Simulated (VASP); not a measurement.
# AlN (P6_3mc) in VASP: further runs

The runs below take AlN through relaxation of shape and atoms at fixed volume, with PBE.

All numbers are computed with VASP 6.6.1; they aren't measurements. Logs are shortened: lines on timing, memory, paths and dates and some standing lists are left out, and cuts for length are marked.

**Experimental background.**

“Self-assembly of well-separated AlN nanowires directly on sputtered metallic TiN films”, 2019, arxiv:1910.07391 quotes, for a bulk crystal of AlN at 10 K: band gap 6.034 eV (an exciton energy, a little under the gap).

The results are compared with them further down.

## Step 1: The structure

The structure is hexagonal, space group P6_3mc (No. 186). The conventional cell has a = 3.128 Å, b = 3.128 Å, c = 5.016 Å, α = 90.00°, β = 90.00°, γ = 120.00°. Al (site symmetry 3m) is surrounded by 4 N at 1.90 to 1.91 Å. N (site symmetry 3m) has 4 Al at 1.90 to 1.91 Å as nearest neighbours.

## Step 2: Relaxation of shape and atoms at fixed volume, PBE (a relaxed cell with its volume scaled by 0.96)

Input file INCAR:

```
  ALGO = Fast
  EDIFF = 1E-7
  EDIFFG = -0.01
  ENCUT = 600
  GGA = PE
  IBRION = 2
  ISIF = 4
  ISMEAR = 0
  LASPH = T
  LCHARG = F
  LREAL = F
  LWAVE = F
  NELM = 80
  NSW = 40
  PREC = Accurate
  SIGMA = 0.03
```

Input file KPOINTS:

```
k-points
0
Gamma
  12 12 6
```

Input file POSCAR:

```
AlN                                     
1.0
    3.0855925155      0.0000000000      0.0000000000
   -1.5427962577      2.6722015041     -0.0000000000
    0.0000000000     -0.0000000000      4.9481345246
  Al              N             
     2     2
Direct
     0.3333333332999970    0.6666666667000030    0.9992990147967694
     0.6666666667000030    0.3333333332999970    0.4992990147967694
     0.3333333332999970    0.6666666667000030    0.3807009852032331
     0.6666666667000030    0.3333333332999970    0.8807009852032331
```

Potentials or basis: VASP PAW PBE potentials, release 64 (Al, N).

Command:

```
> cat potpaw_PBE.64/Al/POTCAR potpaw_PBE.64/N/POTCAR > POTCAR
> mpirun -np 1 vasp_std > vasp.out
```

OUTCAR:

```text
EDIFF = 1E-7
   EDIFFG = -0.01
   ENCUT = 600
   GGA = PE
   IBRION = 2
   ISIF = 4
   ISMEAR = 0
   LASPH = T
   LREAL = F
   NELM = 80
   NSW = 40
   PREC = Accurate

 ion  position               nearest neighbor table
   1  0.333  0.667  0.999-   4 1.88   4 1.88   4 1.88   3 1.89   2 3.05   2 3.05   2 3.05   2 3.05
                             2 3.05   2 3.05
   2  0.667  0.333  0.499-   3 1.88   3 1.88   3 1.88   4 1.89   1 3.05   1 3.05   1 3.05   1 3.05
                             1 3.05   1 3.05
   3  0.333  0.667  0.381-   2 1.88   2 1.88   2 1.88   1 1.89
   4  0.667  0.333  0.881-   1 1.88   1 1.88   1 1.88   2 1.89

  LATTYP: Found a hexagonal cell.
 ALAT       =     3.0855925155
 C/A-ratio  =     1.6036253976

  Lattice vectors:

 A1 = (   3.0855925155,   0.0000000000,   0.0000000000)
 A2 = (  -1.5427962577,   2.6722015041,   0.0000000000)
 A3 = (   0.0000000000,   0.0000000000,   4.9481345246)

Analysis of symmetry for initial positions (statically):
=====================================================================
 Subroutine PRICEL returns:
 Original cell was already a primitive cell.

 Routine SETGRP: Setting up the symmetry group for a
 hexagonal supercell.

 Subroutine GETGRP returns: Found 12 space group operations
 (whereof  6 operations were pure point group operations)
 out of a pool of 24 trial point group operations.

The static configuration has the point symmetry C_3v.
 The point group associated with its full space group is C_6v.

Analysis of symmetry for dynamics (positions and initial velocities):
=====================================================================
 Subroutine PRICEL returns:
 Original cell was already a primitive cell.

 Routine SETGRP: Setting up the symmetry group for a
 hexagonal supercell.

 Subroutine GETGRP returns: Found 12 space group operations
 (whereof  6 operations were pure point group operations)
 out of a pool of 24 trial point group operations.

The dynamic configuration has the point symmetry C_3v.
 The point group associated with its full space group is C_6v.

 Subroutine INISYM returns: Found 12 space group operations
 (whereof  6 operations are pure point group operations),
 and found     1 'primitive' translations

----------------------------------------------------------------------------------------

                                     Primitive cell

  volume of cell :      40.7990

  direct lattice vectors                    reciprocal lattice vectors
     3.085592516  0.000000000  0.000000000     0.324086863  0.187111638  0.000000000
    -1.542796258  2.672201504  0.000000000     0.000000000  0.374223276  0.000000000
     0.000000000  0.000000000  4.948134525     0.000000000  0.000000000  0.202096365

  length of vectors
     3.085592516  3.085592515  4.948134525     0.374223276  0.374223276  0.202096365

  position of ions in fractional coordinates (direct lattice)
     0.333333333  0.666666667  0.999299015
     0.666666667  0.333333333  0.499299015
     0.333333333  0.666666667  0.380700985
     0.666666667  0.333333333  0.880700985

  ion indices of the primitive-cell ions
   primitive index   ion index
                 1           1
                 2           2
                 3           3
                 4           4

----------------------------------------------------------------------------------------

 KPOINTS: k-points

Automatic generation of k-mesh.
 Grid dimensions read from file:
 generate k-points for:   12   12    6

 Generating k-lattice:

  Cartesian coordinates                     Fractional coordinates (reciprocal lattice)
     0.027007239  0.015592636  0.000000000     0.083333333  0.000000000  0.000000000
     0.000000000  0.031185273  0.000000000     0.000000000  0.083333333  0.000000000
     0.000000000  0.000000000  0.033682727     0.000000000  0.000000000  0.166666667

  Length of vectors
     0.031185273  0.031185273  0.033682727

  Shift w.r.t. Gamma in fractional coordinates (k-lattice)
     0.000000000  0.000000000  0.000000000

 Subroutine IBZKPT returns following result:
 ===========================================

 Found     76 irreducible k-points:

 Following reciprocal coordinates:
            Coordinates               Weight
  0.000000  0.000000  0.000000      1.000000
  0.083333 -0.000000  0.000000      6.000000
  0.166667  0.000000  0.000000      6.000000
  0.250000  0.000000  0.000000      6.000000
  0.333333  0.000000  0.000000      6.000000
  0.416667  0.000000  0.000000      6.000000
[... 16 lines left out ...]
  0.250000  0.000000  0.166667     12.000000
  0.333333  0.000000  0.166667     12.000000
 [... further k-points ...]
   k-points           NKPTS =     76   k-points in BZ     NKDIM =     76   number of bands    NBANDS=     12
   number of dos      NEDOS =    301   number of ions     NIONS =      4
   total plane-waves  NPLWV =  31360
   dimension x,y,z NGX =    28 NGY =   28 NGZ =   40
[... 14 lines left out ...]
   EDIFF  = 0.1E-06   stopping-criterion for ELM
   LREAL  =      F    real-space projection
   EDIFFG = -.1E-01   stopping-criterion for IOM
   NSW    =     40    number of steps for IOM
   IBRION =      2    ionic relax: 0-MD 1-quasi-New 2-CG
   NFREE  =      1    steps in history (QN), initial steepest desc. (CG)
   ISIF   =      4    stress and relaxation
   ISYM   =      2    0-nonsym 1-usesym 2-fastsym
   POTIM  = 0.5000    time-step for ionic-motion
   TEBEG  =    0.0;   TEEND  =   0.0 temperature during run
   PSTRESS=    0.0 pullay stress
   NELECT =      16.0000    total number of electrons
   NUPDOWN=      -1.0000    fix difference up-down
   EMIN   =  10.00;   EMAX   =-10.00  energy-range for DOS
   EFERMI =   0.00;   METHOD = LEGACY
   ISMEAR =     0;   SIGMA  =   0.03  broadening in eV -4-tet -1-fermi 0-gaus
   EFERMI_NEDOS =   21; number of points for ismear=-14 and -15
   IALGO  =     68    algorithm
   IMIX   =      4    mixing-type and parameters
     AMIX     =   0.40;   BMIX     =  1.00
     AMIX_MAG =   1.60;   BMIX_MAG =  1.00
  volume/ion in A,a.u.               =      10.20        68.83
  Fermi-wavevector in a.u.,A,eV,Ry     =   1.198299  2.264456 19.536873  1.435920
  Thomas-Fermi vector in A             =   2.334191
   LORBIT       =      0    0 simple, 1 ext, 2 COOP (PROOUT), +10 PAW based schemes
   GGA     = PE    functional components
   LHFCALC =     F    Hartree Fock is set to
   AEXX    =    0.0000 exact exchange contribution
   IVDW    =     0    specifies the selected vdW correction
   LEPSILON=     F    determine dielectric tensor
   LRPA    =     F    only Hartree local field effects (RPA)
 conjugate gradient relaxation of ions
 non-spin polarized calculation
 RMM-DIIS sequential band-by-band and
 Gauss-broadening in eV      SIGMA  =   0.03
  energy-cutoff  :      600.00
  volume of cell :       40.80
 maximum number of plane-waves:      1387
 NGX is ok and might be reduce to    28
   NGX = 13   NGY = 13   NGZ = 19

--------------------------------------- Ionic step        1  -------------------------------------------

 number of electron      15.9999999 magnetization

 Free energy of the ion-electron system (eV)
  ---------------------------------------------------
  ext. energy  EPLUGINS =         0.00000000
  ---------------------------------------------------
  free energy    TOTEN  =       -29.73719048 eV

  energy without entropy =      -29.73719048  energy(sigma->0) =      -29.73719048

------------------------ aborting loop because EDIFF is reached ----------------------------------------

  FORCE on cell =-STRESS in cart. coord.  units (eV):
  Direction    XX          YY          ZZ          XY          YZ          ZX
  --------------------------------------------------------------------------------------
  -------------------------------------------------------------------------------------
  Total        2.2490929      2.2490929      2.0991020      0.0000000      0.0000000     -0.0000000
  in kB       88.3219590     88.3219590     82.4318125      0.0000000      0.0000000     -0.0000000
  external PRESSURE =      86.3585768 kB  Pullay stress =       0.0000000 kB
[... 137 lines left out ...]
  energy  without entropy=      -29.7374039146  energy(sigma->0) =      -29.73740391

--------------------------------------- Ionic step        5  -------------------------------------------

 number of electron      16.0000000 magnetization

 Free energy of the ion-electron system (eV)
  ---------------------------------------------------
  ext. energy  EPLUGINS =         0.00000000
  ---------------------------------------------------
  free energy    TOTEN  =       -29.73743208 eV

  energy without entropy =      -29.73743208  energy(sigma->0) =      -29.73743208

 E-fermi :   6.5519     XC(G=0): -11.0133

 val. band max:        6.3980167381   @ k =   0.0000   0.0000   0.0000
 cond. band min:      10.8003301324   @ k =   0.0000   0.0000   0.0000
 fundamental gap:      4.4023133943
 Fermi energy:         6.5518761601

 k-point     1 :       0.0000    0.0000    0.0000
  band No.  band energies     occupation
      1      -8.9499      2.00000
      2      -6.7231      2.00000
      3       0.2889      2.00000
      4       5.4952      2.00000
      5       5.4952      2.00000
      6       6.1555      2.00000
      7       6.1555      2.00000
      8       6.3980      2.00000
      9      10.8003      0.00000
     10      13.2351      0.00000
     11      17.2034      0.00000
     12      17.6879      0.00000
[... 331 lines left out ...]
 k-point    24 :       0.3333    0.0000    0.1667
  band No.  band energies     occupation
      1      -7.5868      2.00000
      2      -6.3059      2.00000
      3       1.3934      2.00000
      4       2.3896      2.00000
      5       2.9993      2.00000
      6       4.5727      2.00000
      7       5.5877      2.00000
      8       5.7128      2.00000
      9      12.3436      0.00000
     10      13.1353      0.00000
     11      15.0661      0.00000
     12      16.7472      0.00000

 [... further k-points ...]
[... 5 lines left out ...]
  --------------------------------------------------------------------------------------
  -------------------------------------------------------------------------------------
  Total        2.1814108      2.1814108      2.1847152      0.0000000      0.0000000      0.0000000
  in kB       85.6640837     85.6640837     85.7938464      0.0000000      0.0000000      0.0000000
  external PRESSURE =      85.7073379 kB  Pullay stress =       0.0000000 kB
[... 19 lines left out ...]
  FREE ENERGIE OF THE ION-ELECTRON SYSTEM (eV)
  ---------------------------------------------------
  free  energy   TOTEN  =       -29.7374320783 eV

  energy  without entropy=      -29.7374320783  energy(sigma->0) =      -29.73743208

 reached required accuracy - stopping structural energy minimisation
```

Run time: 3.6 min. Hardware: 1 thread of Intel Xeon Platinum 8375C at 2.90GHz (Ice Lake), shared host; peak memory 0.19 GiB.

Results:

```yaml
Free_energy: -29.7374 eV
Energy_gained_by_relaxing: 0.1 meV/atom
Ionic_steps: 5
Pressure_after_relaxing: 8.6 GPa
Band_gap_on_the_k_mesh: 4.40 eV, direct
```

The path:
| step | energy change (eV) | largest force (eV/Å) | pressure (GPa) |
| --- | --- | --- | --- |
| 1 | 0.0000 | 0.0205 | 8.64 |
| 2 | -0.0002 | 0.0179 | 8.59 |
| 3 | -0.0002 | 0.0163 | 8.57 |
| 4 | -0.0002 | 0.0192 | 8.57 |
| 5 | -0.0002 | 0.0003 | 8.57 |

Final structure:
```cif
data_structure
_symmetry_space_group_name_H-M 'P 1'
_symmetry_Int_Tables_number 1
_cell_length_a 3.0888
_cell_length_b 3.0888
_cell_length_c 4.9380
_cell_angle_alpha 90.000
_cell_angle_beta 90.000
_cell_angle_gamma 120.000
_cell_volume 40.80
loop_
_atom_site_label
_atom_site_type_symbol
_atom_site_fract_x
_atom_site_fract_y
_atom_site_fract_z
_atom_site_occupancy
Al1 Al 0.33333 0.66667 0.99884 1
Al2 Al 0.66667 0.33333 0.49884 1
N1 N 0.33333 0.66667 0.38116 1
N2 N 0.66667 0.33333 0.88116 1
```

A k mesh can miss the band edges.

[end of part 1 of 2]
